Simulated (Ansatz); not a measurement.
**TiB2: relaxation of cell and atoms with PBEsol**

Crystal: TiB2.

```
Ti B
1.0
     3.02920    0.00000    0.00000
    -1.51460    2.62336    0.00000
     0.00000    0.00000    3.22840
Ti B
1 2
Cartesian
  0.0000 0.0000 0.0000
  1.5146 0.8745 1.6142
  0.0000 1.7489 1.6142
```

- Program: Ansatz 0.2.0
- Task: relaxation of cell and atoms
- Functional: PBEsol
- Potentials or basis: all-electron LAPW, scalar-relativistic
- Basis error allowed: 0.002 eV/atom
- k mesh: 10 × 10 × 8
- Occupations: fermi-dirac, width 0.05 eV
- Spin: no spin polarisation

```yaml
Relaxed_volume: 8.37 Å³/atom
Relaxed_cell: a = 3.016 Å, b = 3.016 Å, c = 3.189 Å, α = 90.00°, β = 90.00°, γ = 120.00°
Space_group_after_relaxing_to_0.05_Å: P6/mmm (No. 191)
Energy_gained_by_relaxing: 3.2 meV/atom
Ionic_steps: 5
Pressure_after_relaxing: 0.0 GPa
```

The path:
```csv
step,energy change (eV),largest force (eV/Å),volume (Å³)
1,0.0000,0.0000,25.66
2,-0.0090,0.0000,25.22
3,-0.0095,0.0000,25.11
4,-0.0095,0.0000,25.12
5,-0.0095,0.0000,25.12
```

Final structure:
```xyz
3
Lattice="3.0162 0.0000 0.0000 -1.5081 2.6121 0.0000 0.0000 0.0000 3.1890" Properties=species:S:1:pos:R:3 pbc="T T T"
Ti    0.0000    0.0000    0.0000
B     1.5081    0.8707    1.5945
B     0.0000    1.7414    1.5945
```

It took 11 s on 2 threads of Arm Neoverse V2 (shared host), peak memory 0.3 GiB.
